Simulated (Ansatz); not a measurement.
Deforming GaN

```yaml
crystal:
  lattice:
    - [0.00000, 1.99250, 1.99250]
    - [1.99250, 0.00000, 1.99250]
    - [1.99250, 1.99250, 0.00000]
  atoms:
    - { symbol: Ga, position: [0.50000, 0.50000, 0.50000] }
    - { symbol: N, position: [0.00000, 0.00000, 0.00000] }
```

Atom numbers follow the list: Ga1, N2.

The geometry is COD entry 1536825, unchecked; take it as a test cell.

Method: Ansatz 0.2.0, DFT, PBEsol, all-electron PAW with datasets made for the crystal, scalar-relativistic.

The runs use a Γ-centred 13×13×13 k mesh, Fermi–Dirac smearing of 0.02 eV, cutoff 460 eV (chosen by the program for this cell), no spin polarisation.

The unchanged cell is at 58.8 GPa.

Semilocal functionals give too small gaps.

x, y and z are the Cartesian axes of the cell as listed; fractional coordinates follow a strain, and an engineering shear is twice the off-diagonal strain component.

Vzz stands for the principal value of largest size of the field-gradient tensor, whatever its axis.

One change gave: energy change +2 meV/atom; stress change (xx, yy, zz, yz, xz, xy) 0.04, 0.04, 0.04, -2.70, -2.70, -2.70 GPa, compression positive; Vzz in 10²¹ V/m²: Ga1 0 → -0.32 (η = 0.00), N2 0 → 0.47 (η = 0.00); gap on the k mesh 1.83 → 1.77 eV. Which change was it?
A. equal xy, yz and zx engineering shear strains of -2 %
B. equal xy, yz and zx engineering shear strains of +2 %
C. equal xy, yz and zx engineering shear strains of -3 %
D. equal xy, yz and zx engineering shear strains of -1 %
E. equal xy, yz and zx engineering shear strains of +1 %
F. equal xy, yz and zx engineering shear strains of +3 %

E. For equal xy, yz and zx engineering shear strains of -2 %: energy change +9 meV/atom; stress change (xx, yy, zz, yz, xz, xy) 0.15, 0.15, 0.15, 5.17, 5.17, 5.17 GPa, compression positive; Vzz in 10²¹ V/m²: Ga1 0 → 0.65 (η = 0.00), N2 0 → -0.92 (η = 0.00); gap on the k mesh 1.83 → 1.72 eV. For equal xy, yz and zx engineering shear strains of +3 %: energy change +20 meV/atom; stress change (xx, yy, zz, yz, xz, xy) 0.34, 0.34, 0.34, -8.32, -8.32, -8.32 GPa, compression positive; Vzz in 10²¹ V/m²: Ga1 0 → -0.97 (η = 0.00), N2 0 → 1.43 (η = 0.00); gap on the k mesh 1.83 → 1.63 eV. For equal xy, yz and zx engineering shear strains of -3 %: energy change +19 meV/atom; stress change (xx, yy, zz, yz, xz, xy) 0.34, 0.34, 0.34, 7.64, 7.64, 7.64 GPa, compression positive; Vzz in 10²¹ V/m²: Ga1 0 → 0.97 (η = 0.00), N2 0 → -1.36 (η = 0.00); gap on the k mesh 1.83 → 1.65 eV. For equal xy, yz and zx engineering shear strains of -1 %: energy change +2 meV/atom; stress change (xx, yy, zz, yz, xz, xy) 0.04, 0.04, 0.04, 2.62, 2.62, 2.62 GPa, compression positive; Vzz in 10²¹ V/m²: Ga1 0 → 0.33 (η = 0.00), N2 0 → -0.46 (η = 0.00); gap on the k mesh 1.83 → 1.78 eV. For equal xy, yz and zx engineering shear strains of +2 %: energy change +9 meV/atom; stress change (xx, yy, zz, yz, xz, xy) 0.15, 0.15, 0.15, -5.47, -5.47, -5.47 GPa, compression positive; Vzz in 10²¹ V/m²: Ga1 0 → -0.65 (η = 0.00), N2 0 → 0.95 (η = 0.00); gap on the k mesh 1.83 → 1.70 eV.
